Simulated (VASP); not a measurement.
# Te (Im-3m) in VASP: a series of runs, part 2 of 2

VASP 6.6.1. Earlier steps stand in the parts before.

**4. Relaxation of cell and atoms, r2SCAN**

Input file INCAR:

```
SYSTEM = Te
PREC = Accurate ; ENCUT = 600
EDIFF = 1E-6 ; ISMEAR = 1
SIGMA = 0.1 ; LREAL = .FALSE.
LASPH = .TRUE. ; NELM = 80
ALGO = Normal ; ISIF = 3
LWAVE = .FALSE. ; LCHARG = .FALSE.
METAGGA = R2SCAN ; LMIXTAU = .TRUE.
IBRION = 2 ; NSW = 90
EDIFFG = -0.01
```

Input file KPOINTS:

```
Automatic mesh
0
G
  14 14 14
  0 0 0
```

Input file POSCAR:

```
Te
1.0
   -1.9591833700      1.9591833700      1.9591833700
    1.9591833700     -1.9591833700      1.9591833700
    1.9591833700      1.9591833700     -1.9591833700
Te
1
Direct
    0.0000000000      0.0000000000      0.0000000000
```

Potentials or basis: VASP PAW PBE potentials, release 64 (Te).

Launch:

```sh
$ cat potpaw_PBE.64/Te/POTCAR > POTCAR
$ mpirun -np 1 vasp_std > vasp.out
```

OUTCAR:

```text
SYSTEM = Te
   PREC = Accurate
   ENCUT = 600
   EDIFF = 1E-6
   ISMEAR = 1
   LREAL = .FALSE.
   LASPH = .TRUE.
   NELM = 80
   ISIF = 3
   METAGGA = R2SCAN
   IBRION = 2
   NSW = 90
   EDIFFG = -0.01

 ion  position               nearest neighbor table
   1  0.000  0.000  0.000-

  LATTYP: Found a body centered cubic cell.
 ALAT       =     3.9183667400

  Lattice vectors:

 A1 = (  -1.9591833700,   1.9591833700,   1.9591833700)
 A2 = (   1.9591833700,  -1.9591833700,   1.9591833700)
 A3 = (   1.9591833700,   1.9591833700,  -1.9591833700)

Analysis of symmetry for initial positions (statically):
=====================================================================
 Subroutine PRICEL returns:
 Original cell was already a primitive cell.

 Routine SETGRP: Setting up the symmetry group for a
 body centered cubic supercell.

 Subroutine GETGRP returns: Found 48 space group operations
 (whereof 48 operations were pure point group operations)
 out of a pool of 48 trial point group operations.

The static configuration has the point symmetry O_h .

Analysis of symmetry for dynamics (positions and initial velocities):
=====================================================================
 Subroutine PRICEL returns:
 Original cell was already a primitive cell.

 Routine SETGRP: Setting up the symmetry group for a
 body centered cubic supercell.

 Subroutine GETGRP returns: Found 48 space group operations
 (whereof 48 operations were pure point group operations)
 out of a pool of 48 trial point group operations.

The dynamic configuration has the point symmetry O_h .

 Subroutine INISYM returns: Found 48 space group operations
 (whereof 48 operations are pure point group operations),
 and found     1 'primitive' translations

[... 117 lines left out ...]
   METAGGA = R2SCAN    functional components
   LHFCALC =     F    Hartree Fock is set to
   AEXX    =    0.0000 exact exchange contribution
   IVDW    =     0    specifies the selected vdW correction
   LEPSILON=     F    determine dielectric tensor
   LRPA    =     F    only Hartree local field effects (RPA)
 conjugate gradient relaxation of ions
 non-spin polarized calculation
 Methfessel and Paxton  Order N= 1 SIGMA  =   0.10
  energy-cutoff  :      600.00
  volume of cell :       30.08
 maximum number of plane-waves:      1048
   NGX = 13   NGY = 13   NGZ = 13

--------------------------------------- Ionic step        1  -------------------------------------------

 number of electron       6.0000000 magnetization

 Free energy of the ion-electron system (eV)
  ---------------------------------------------------
  ext. energy  EPLUGINS =         0.00000000
  ---------------------------------------------------
  free energy    TOTEN  =       -25.00680278 eV

  energy without entropy =      -25.00695497  energy(sigma->0) =      -25.00685351

------------------------ aborting loop because EDIFF is reached ----------------------------------------

  FORCE on cell =-STRESS in cart. coord.  units (eV):
  Direction    XX          YY          ZZ          XY          YZ          ZX
  --------------------------------------------------------------------------------------
  -------------------------------------------------------------------------------------
  Total       -0.4616249     -0.4616249     -0.4616249      0.0000000      0.0000000      0.0000000
  in kB      -24.5875119    -24.5875119    -24.5875119      0.0000000      0.0000000      0.0000000
  external PRESSURE =     -24.5875119 kB  Pullay stress =       0.0000000 kB
[... 57 lines left out ...]
--------------------------------------- Ionic step        3  -------------------------------------------

 number of electron       6.0000000 magnetization

 Free energy of the ion-electron system (eV)
  ---------------------------------------------------
  ext. energy  EPLUGINS =         0.00000000
  ---------------------------------------------------
  free energy    TOTEN  =       -25.01846285 eV

  energy without entropy =      -25.01851099  energy(sigma->0) =      -25.01847890

 E-fermi :   7.5589     XC(G=0): -10.5199

 val. band max:        7.5275070490   @ k =  -0.3571   0.5000   0.2143
 cond. band min:       7.5928097700   @ k =  -0.2143   0.2143   0.2143
 fundamental gap:      0.0653027210
 Fermi energy:         7.5588797160

 k-point     1 :       0.0000    0.0000    0.0000
  band No.  band energies     occupation
      1      -6.7538      2.00000
      2      10.7395      0.00000
      3      10.7395      0.00000
      4      10.7395      0.00000
      5      17.9111      0.00000
      6      17.9111      0.00000
      7      17.9111      0.00000
[... 221 lines left out ...]
 k-point    24 :       0.3571    0.2857    0.0000
  band No.  band energies     occupation
      1      -3.0365      2.00000
      2       2.7837      2.00000
      3       3.8073      2.00000
      4       8.6223     -0.00000
      5      15.6464      0.00000
      6      18.2397      0.00000
      7      19.1564      0.00000

 [... further k-points ...]
[... 5 lines left out ...]
  --------------------------------------------------------------------------------------
  -------------------------------------------------------------------------------------
  Total       -0.0009155     -0.0009155     -0.0009155     -0.0000000     -0.0000000      0.0000000
  in kB       -0.0512366     -0.0512366     -0.0512366     -0.0000000     -0.0000000      0.0000000
  external PRESSURE =      -0.0512366 kB  Pullay stress =       0.0000000 kB
[... 16 lines left out ...]
  FREE ENERGIE OF THE ION-ELECTRON SYSTEM (eV)
  ---------------------------------------------------
  free  energy   TOTEN  =       -25.0184628466 eV

  energy  without entropy=      -25.0185109923  energy(sigma->0) =      -25.01847890

 reached required accuracy - stopping structural energy minimisation
```

It took 2.4 min on 1 thread of Intel Xeon Platinum 8488C (Sapphire Rapids), shared host; peak memory 0.19 GiB.

What came out:

* Free energy: -25.0185 eV
* Relaxed volume: 28.63 Å³/atom
* Relaxed cell: a = 3.338 Å, b = 3.338 Å, c = 3.338 Å, α = 109.47°, β = 109.47°, γ = 109.47°
* Space group after relaxing (to 0.05 Å): Im-3m (No. 229)
* Energy gained by relaxing: 11.7 meV/atom
* Ionic steps: 3
* Pressure after relaxing: 0.0 GPa
* Band gap on the k mesh: none (metal or under the smearing width)

Step by step:
| step | energy change (eV) | largest force (eV/Å) | pressure (GPa) | volume (Å³) |
| --- | --- | --- | --- | --- |
| 1 | 0.0000 | 0.0000 | -2.46 | 30.08 |
| 2 | -0.0100 | 0.0000 | 1.06 | 28.12 |
| 3 | -0.0117 | 0.0000 | -0.01 | 28.63 |

Final structure:
```
CELL_PARAMETERS angstrom
-1.92713 1.92713 1.92713
1.92713 -1.92713 1.92713
1.92713 1.92713 -1.92713
ATOMIC_POSITIONS crystal
Te 0.00000 0.00000 0.00000
```

Levels at points of the mesh, in eV from the Fermi level:
```tsv
k point	band 1	band 2	band 3	band 4	band 5	band 6	band 7
(0.00, 0.00, 0.00)	-14.31	3.18	3.18	3.18	10.35	10.35	10.35
(0.50, 0.00, 0.00)	-11.12	-6.04	0.06	2.24	6.23	6.94	13.99
(0.50, 0.50, 0.50)	-8.74	-3.06	-3.06	-3.06	3.53	3.53	18.24
```

Caveat: the PAW data sets were made with another functional, which shifts forces and pressure a little.

**5. Relaxation of cell and atoms, r2SCAN**

This run uses another cell than the first one, of 28.63 Å³/atom, 0.952 times its volume.

Edit INCAR of step 4 so:

```diff
@@ -2,3 +2,3 @@
 PREC = Accurate ; ENCUT = 600
-EDIFF = 1E-6 ; ISMEAR = 1
+EDIFF = 1E-7 ; ISMEAR = 1
 SIGMA = 0.1 ; LREAL = .FALSE.
@@ -9,2 +9,2 @@
 IBRION = 2 ; NSW = 90
-EDIFFG = -0.01
+EDIFFG = -0.005
```

KPOINTS is that of step 4.

Input file POSCAR:

```
Te                                      
1.0
   -1.9271328757      1.9271328757      1.9271328757
    1.9271328757     -1.9271328757      1.9271328757
    1.9271328757      1.9271328757     -1.9271328757
  Te            
     1
Direct
     0.0000000000000000    0.0000000000000000    0.0000000000000000
```

Launch:

```sh
$ cat potpaw_PBE.64/Te/POTCAR > POTCAR
$ mpirun -np 1 vasp_std > vasp.out
```

It took 76 s on 1 thread of Intel Xeon Platinum 8488C (Sapphire Rapids), shared host; peak memory 0.18 GiB.

The run converged. Its results:

* Free energy: -25.0183 eV
* Pressure after relaxing: 0.0 GPa
* Band gap on the k mesh: none (metal or under the smearing width)

Final structure:
```
CELL_PARAMETERS angstrom
-1.92713 1.92713 1.92713
1.92713 -1.92713 1.92713
1.92713 1.92713 -1.92713
ATOMIC_POSITIONS crystal
Te 0.00000 0.00000 0.00000
```

Levels at points of the mesh, in eV from the Fermi level:
```tsv
k point	band 1	band 2	band 3	band 4	band 5	band 6	band 7
(0.00, 0.00, 0.00)	-14.31	3.18	3.18	3.18	10.35	10.35	10.35
(0.50, 0.00, 0.00)	-11.12	-6.04	0.06	2.24	6.23	6.94	13.99
(0.50, 0.50, 0.50)	-8.74	-3.06	-3.06	-3.06	3.53	3.53	18.23
```

Caveat: the relaxation stopped at its first step, so nothing moved; the PAW data sets were made with another functional, which shifts forces and pressure a little.
